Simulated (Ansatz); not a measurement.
# WS2: the cost of one run

Method: DFT PBEsol+D3(BJ), scalar-relativistic, plane waves, PAW, in Ansatz 0.2.0.

4 further runs of the same task are left out: 4 set aside as unsound or not needed.

## (1) Starting point

It takes space group P-6m2 (No. 187, hexagonal). Conventional cell: a = 3.184 Å, b = 3.184 Å, c = 16.951 Å, α = 90.00°, β = 90.00°, γ = 120.00°. Around W (site symmetry -6m2) lie 6 S at 2.41 Å. S (site symmetry 3m) has 3 W at 2.41 Å as nearest neighbours.

As a file:

```
CELL_PARAMETERS angstrom
3.18352 0.00000 0.00000
-1.59176 2.75701 0.00000
0.00000 0.00000 16.95058
ATOMIC_POSITIONS crystal
W 0.33333 0.66667 0.00000
S 0.66667 0.33333 0.90800
S 0.66667 0.33333 0.09200
```

The structure comes from the Materials Project (structure only).

## (6) The grid

The energy is mapped over two normal modes frozen in (zone-centre modes of the cell shown).

First coordinate, amplitude of mode 4 (298 cm⁻¹), largest displacement: 11 values from −0.076 Å. Second coordinate, amplitude of mode 9 (442 cm⁻¹), largest displacement: 11 values from −0.098 Å.

Nothing else is relaxed (the cell and all other modes fixed). Energies count from the relaxed high-symmetry cell. Points are written as (first, second).

The patterns, per unit of each coordinate (Å):

| atom | x1 | y1 | z1 | x2 | y2 | z2 |
| --- | --- | --- | --- | --- | --- | --- |
| W1 | 0.000 | 0.000 | 0.000 | 0.000 | 0.000 | -0.349 |
| S2 | 1.000 | 0.000 | 0.000 | 0.000 | 0.000 | 1.000 |
| S3 | -1.000 | 0.000 | 0.000 | 0.000 | 0.000 | 1.000 |

(The set-up runs are not shown.)

## (7) Point (−0.076 Å, −0.098 Å)

Contents of input.yaml:

```yaml
crystal:
  lattice:
    - [3.1239380587, 0.0, 0.0]
    - [-1.5619690294, 2.7054097187, 0.0]
    - [0.0, 0.0, 16.9375357456]
  atoms:
    - { symbol: W, position: [0.3333333333, 0.6666666667, 0.0020180381] }
    - { symbol: S, position: [0.6423383994, 0.3333333333, 0.9013652059] }
    - { symbol: S, position: [0.6909949339, 0.3333333333, 0.0870628629] }
basis:
  ecutwfc: 420
kpoints:
  mp_grid: { grid: [12, 12, 2] }
hamiltonian:
  xc: pbesol
  pseudopotentials: { kind: paw, azcp: { folder: soft_1 } }
  dispersion: d3bj
scf:
  occupations: { method: gaussian, width: 0.05 }
output:
  forces: true
  stress: true
  eigenvalues: true
```

Command:

```console
$ ansatz run input.yaml --threads 1 --pin off --max-ram 2048MiB --backend cpu --events-out ev --progress --plain --runs-dir out
```

Q: Estimate wall time and peak memory on 1 thread of AMD EPYC 9R45 (Zen 5), shared host.

About 13 s, with a peak of 0.64 GiB.
